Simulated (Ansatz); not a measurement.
# Ge (Cmmm) in Ansatz: band structure with PBEsol

Aim: the band structure of Ge with PBEsol.

Program: Ansatz 0.2.0. These are calculated values, not measurements. Logs are shortened: lines on timing, memory, paths and dates and some standing lists are left out, and cuts for length are marked.

### Step 1. The crystal as given

Symmetry: Cmmm, No. 65, orthorhombic system. Conventional cell: a = 2.794 Å, b = 5.201 Å, c = 2.698 Å, α = 90.00°, β = 90.00°, γ = 90.00°. Ge (site symmetry mmm) is surrounded by 8 Ge at 2.70 to 2.95 Å.

This isn't the form of Ge at room conditions, which is diamond.

### Step 2. Band structure, PBEsol

Input file input.yaml:

```yaml
crystal:
  lattice:
    - [1.397149, -2.600516, 0.0]
    - [1.397149, 2.600516, 0.0]
    - [0.0, 0.0, 2.698231]
  atoms:
    - { symbol: Ge, position: [0.5, 0.5, 0.0] }
hamiltonian:
  xc: pbesol
  pseudopotentials: { kind: paw }
kpoints:
  mp_grid: { grid: [11, 11, 10] }
  band_path:
    path:
      - [[0.0, 0.0, 0.0], [0.3221616403, 0.3221616403, 0.0], [0.0, 0.5, 0.0], [0.0, 0.5, 0.5], [0.3221616403, 0.3221616403, 0.5], [0.0, 0.0, 0.5], [0.0, 0.0, 0.0], [-0.5, 0.5, 0.0], [-0.3221616403, 0.6778383597, 0.0], [-0.3221616403, 0.6778383597, 0.5], [-0.5, 0.5, 0.5], [-0.5, 0.5, 0.0]]
      - [[0.0, 0.0, 0.5], [-0.5, 0.5, 0.5]]
    npoints: 14
scf:
  occupations: { method: fermi_dirac, width: 0.05 }
  n_extra_bands: 6
output:
  forces: true
  stress: true
  eigenvalues: true
  fatbands: true
```

Potentials or basis: Ansatz PAW.

Launch:

```bash
> ansatz run input.yaml --threads 2 --pin off --max-ram 5632MiB --backend cpu --events-out ev --progress --plain --runs-dir out
```

Output:

```text
Warning: RAYON_NUM_THREADS=2 ignored (pool sized by the plan → 2); use --threads N
scf.n_extra_bands = 6 over 7 filled bands (N_el = 14.0): the run solves 13 bands
Engine: ansatz 0.2.0, aarch64-unknown-linux-gnu
Pseudopotentials: kind: paw
Pseudopotential: Ge, paw, valence charge 14, recommended cutoff 420 eV (normal), Ge.paw.azcp
Functional definition: PBEsol
  exchange = pbesol_x
  correlation = pbesol_c
Crystal: 1 atoms, lattice volume = 19.607 Å³
Basis set: ecut = 420 eV, 397 PW (Γ), exchange–correlation on 40×40×40 points (8 copies of the dense FFT grid, shifted against one another)
Bands: 13, of which v1, the nominal top of the filled ones, is band 7 counted from 1 (6 counted from 0)
Symmetry: 8 space group operations
Space group: Cmmm (ITA 65), of the structure as read, at distance tolerance 2.7e-5 Å
k-points: 216 of 1210
Non-local potential: Ge, projectors of the file, l = 0: 2, l = 1: 2, l = 2: 3, l = 3: 1
PAW form: soft (Blöchl's): semilocal exchange-correlation on the pseudo side does not see the compensation charge
PAW frozen core: Ge, regenerated for the run's functional, and the local potential with it (the file was generated under x = pbe(κ = 0.804, μ = 0.2195149727645171), c = pbe(β = 0.06672455060314922))
PAW one-centre angular grid: Ge, 590 points (default); XC on 64 Gauss nodes
Initial density: superposition of atomic densities (neutral atoms: chi_scale 0, normalization atom), corrected by the library's trained network
Initial wavefunctions: pseudopotential atomic-orbital guess
Functional: x = pbesol(κ = 0.804, μ = 0.12345679012345678), c = pbesol(β = 0.046)
SCF iter   1: F=—  HF=-4253.295819 eV  |F-HF|=—  |Δ(HF+E_count)|=         —  Δρ=2.15e-3  dr2=5.89e-4  ethr=1.77e-3  ⟨swp⟩=5.6  Hψ=15744  notcnv=0  defer=73
preconditioner: auto → none  [metal: Δε(μ)=0.060 eV  Ē_g=30.192 eV  σ=0.050 eV  W_gap=0.27  n_scr=8 (ndim 8)  ℏωp=31.4 eV  f_vac=0.000  D(μ)=0.48/eV (n_scr^D=0)  sad-step TF]
SCF iter   2: F=—  HF=-4253.295378 eV  |F-HF|=—  |Δ(HF+E_count)|=   4.41e-4  Δρ=1.14e-3  dr2=2.40e-4  ethr=4.21e-6  ⟨swp⟩=2.1  Hψ=5714  notcnv=0  defer=98
SCF iter   3: F=—  HF=-4253.295341 eV  |F-HF|=—  |Δ(HF+E_count)|=   3.76e-5  Δρ=2.89e-4  dr2=1.23e-5  ethr=1.71e-6  ⟨swp⟩=1.3  Hψ=2635  notcnv=0  defer=98
SCF iter   4: F=—  HF=-4253.295331 eV  |F-HF|=—  |Δ(HF+E_count)|=   9.28e-6  Δρ=4.46e-5  dr2=1.90e-7  ethr=8.79e-8  ⟨swp⟩=1.6  Hψ=2764  notcnv=0  defer=98
iter 5 did not close the SCF: its close was put off for the readings that it lacked (scf_convergence_deferred on its scf_iter line)
SCF iter   5: F=-4253.295331 eV  HF=-4253.295331 eV  |F-HF|=1.37e-8  |Δ(HF+E_count)|=   2.90e-8  Δρ=8.40e-6  dr2=9.75e-9  ethr=1.36e-9  ⟨swp⟩=2.0  Hψ=4019  notcnv=0  defer=98
SCF iter   6: F=-4253.295331 eV  HF=-4253.295331 eV  |F-HF|=3.21e-10  |Δ(HF+E_count)|=   5.44e-9  Δρ=8.82e-7  dr2=1.29e-10  ethr=6.97e-11  ⟨swp⟩=4.7  Hψ=10711  notcnv=0
SCF 1 converged in 6 iterations: F = -4253.295331 eV  dr2 = 1.29e-10
NSCF: frozen V_eff on 170 k-points
SCF converged after 6 iterations
Free energy (F): -4253.295331 eV
Harris-Foulkes:  -4253.295331 eV  (|F-HF|=3.21e-10)
Internal energy: -4253.291361 eV  (E = F + TS)
E sigma→0 (E₀):  -4253.293346 eV
Entropy (-TS):   -0.003970 eV (-3.970 meV/atom)
Fermi energy:    10.190855 eV
--- Per-component energies (eV) ---
  E_band       = -123.582149
  E_kinetic    = 110.256584
  E_local      = -2190.319342  (includes V_loc(G=0)·N_el)
  E_nonlocal   = 417.506056
  E_hartree    = 955.906125
  E_xc         = -74.842368
  E_vxc        = -64.477884  (∫ρ·V_xc dr)
  E_paw        = -1976.459277  (= ΣΔE_a)
  E_vpaw       = -308.360491  (= ΣTr[D̂ρ^β])
  E_aug_tail   = 0.000309  (compensation charges beyond the density's cutoff)
  E_ewald      = -1496.257385
  E_core_change = 0.917936  (= ΣΔE_core)
  E_smearing   = -0.003970  (= −TS)
  E_closure    = -0.000000  (closes the sum)
  Σ components = -4253.295331   (vs F -4253.295331, Δ=0.00e0)
--- Forces (eV/Å), atoms counted from 1 ---
  atom   1  Ge     0.00000000     0.00000000     0.00000000
  max |Σ_I F_I| component: 6.31e-30 eV/Å
--- Stress (GPa, compression-positive) ---
       -2.685949       0.000000       0.000000
        0.000000      -5.823115       0.000000
        0.000000       0.000000      -3.671876
  P = ⅓ Tr σ = -4.0603 GPa (-40.603 kbar)
--- Band table (eV; the first three rows and the last of 216) ---
  k-point 0: bands = ["-14.4810", "-14.4261", "-14.3755", "-14.2704", "-14.2505", "-2.6433", "16.8759", "17.3505", "18.8576", "20.3463", "22.6395", "25.0232", "25.1216"]
  k-point 1: bands = ["-14.4623", "-14.4248", "-14.3746", "-14.2769", "-14.2568", "-2.4458", "14.4832", "17.5389", "19.0466", "22.2226", "23.3508", "25.3006", "25.4783"]
  k-point 2: bands = ["-14.4256", "-14.4092", "-14.3724", "-14.2939", "-14.2732", "-1.8569", "11.2057", "18.0814", "19.5904", "23.0514", "24.9295", "25.8308", "26.4275"]
  k-point 215: bands = ["-14.4368", "-14.4013", "-14.3271", "-14.2858", "-14.2006", "5.2660", "7.8447", "8.2646", "13.6695", "18.3571", "23.6161", "25.0791", "25.1337"]
```

It took 2.9 s on 2 threads of Arm Neoverse V1, shared host; peak memory 0.32 GiB.

Results:

```yaml
Free_energy: -4253.2953 eV
Pressure: -4.1 GPa
Band_gap_on_the_k_mesh: none (metal or under the smearing width)
```

Levels at the corners of the path, in eV from the Fermi level:
| point | band 4 | band 5 | band 6 | band 7 | band 8 | band 9 | band 10 | band 11 |
| --- | --- | --- | --- | --- | --- | --- | --- | --- |
| Γ | -24.46 | -24.44 | -12.83 | 6.69 | 7.16 | 8.67 | 10.16 | 12.45 |
| X | -24.49 | -24.48 | -6.99 | -3.52 | -2.97 | 11.07 | 16.58 | 17.31 |
| S | -24.47 | -24.47 | -7.77 | -5.27 | 3.47 | 7.46 | 10.56 | 16.45 |
| R | -24.47 | -24.37 | -3.62 | -2.20 | -1.56 | 3.64 | 6.34 | 11.60 |
| A | -24.52 | -24.38 | -2.73 | -0.98 | -0.45 | 0.16 | 5.25 | 5.55 |
| Z | -24.51 | -24.47 | -9.06 | -5.66 | 9.98 | 11.49 | 15.94 | 16.11 |
| Γ | -24.46 | -24.44 | -12.83 | 6.69 | 7.16 | 8.67 | 10.16 | 12.45 |
| Y | -24.48 | -24.45 | -8.63 | -5.48 | 5.24 | 9.13 | 9.90 | 15.71 |
| X1 | -24.49 | -24.48 | -6.99 | -3.52 | -2.97 | 11.07 | 16.58 | 17.31 |
| A1 | -24.52 | -24.38 | -2.73 | -0.98 | -0.45 | 0.16 | 5.25 | 5.55 |
| T | -24.47 | -24.39 | -4.58 | -2.36 | -2.20 | 3.25 | 8.12 | 13.39 |
| Y | -24.48 | -24.45 | -8.63 | -5.48 | 5.24 | 9.13 | 9.90 | 15.71 |
| Z | -24.51 | -24.47 | -9.06 | -5.66 | 9.98 | 11.49 | 15.94 | 16.11 |
| T | -24.47 | -24.39 | -4.58 | -2.36 | -2.20 | 3.25 | 8.12 | 13.39 |

Caveat: the PAW data sets come from PBE, with cores solved anew for the run's functional, which leaves a small shift of forces and pressure.

### Step 3. For comparison

An earlier run on the cell as given: functional PBEsol; potentials or basis Ansatz PAW; cutoff 420 eV (not typed: the program's choice for these potentials); k mesh 11 × 11 × 10; occupations fermi-dirac, width 0.05 eV; no spin polarisation.

- Pressure: -4.1 GPa
- Band gap on the k mesh: none (metal or under the smearing width)
